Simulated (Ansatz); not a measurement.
Crystal: TaSi2.

```
Ta Si
1.0
     4.78390    0.00000    0.00000
    -2.39195    4.14298    0.00000
     0.00000    0.00000    6.57000
Ta Si
3 6
Cartesian
  -1.1960 2.0715 2.1900
  1.1960 2.0715 4.3800
  2.3920 0.0000 0.0000
  1.1407 0.6586 2.1900
  -1.2512 3.4844 4.3800
  2.3920 2.8258 0.0000
  1.2512 3.4844 2.1900
  3.6432 0.6586 4.3800
  0.0000 1.3172 0.0000
```

Base run:

```yaml
Program: Ansatz 0.2.0
Functional: PBEsol
Potentials_or_basis: Ansatz PAW
Cutoff: "420 eV (not typed: the program's choice for these potentials)"
k_mesh: 5 × 5 × 3
Occupations: fermi-dirac, width 0.05 eV
Spin: no spin polarisation
Hubbard_terms: Ta d U = 8 eV
```

Its results: band gap on the k mesh none (metal or under the smearing width); pressure 0.8 GPa; largest force 0.201 eV/Å.

Problem. The run is repeated on the same cell with these changes: functional from PBEsol to PBE; hubbard terms from Ta d U = 8 eV to none; hubbard projectors from ortho-atomic (the default) to none. What comes out?

Solution. Band gap on the k mesh none (metal or under the smearing width); pressure 2.6 GPa; largest force 0.014 eV/Å.

Several settings changed at once, so the effect can't be laid on one alone.

Caveats: U without spin polarisation on a metal has little footing (some runs); the PAW data sets come from PBE, with cores solved anew for the run's functional, which leaves a small shift of forces and pressure (some runs); the U is typed as a test and isn't derived for this compound (some runs); spin-orbit coupling is left out, which moves the levels of the heavy elements (some runs).
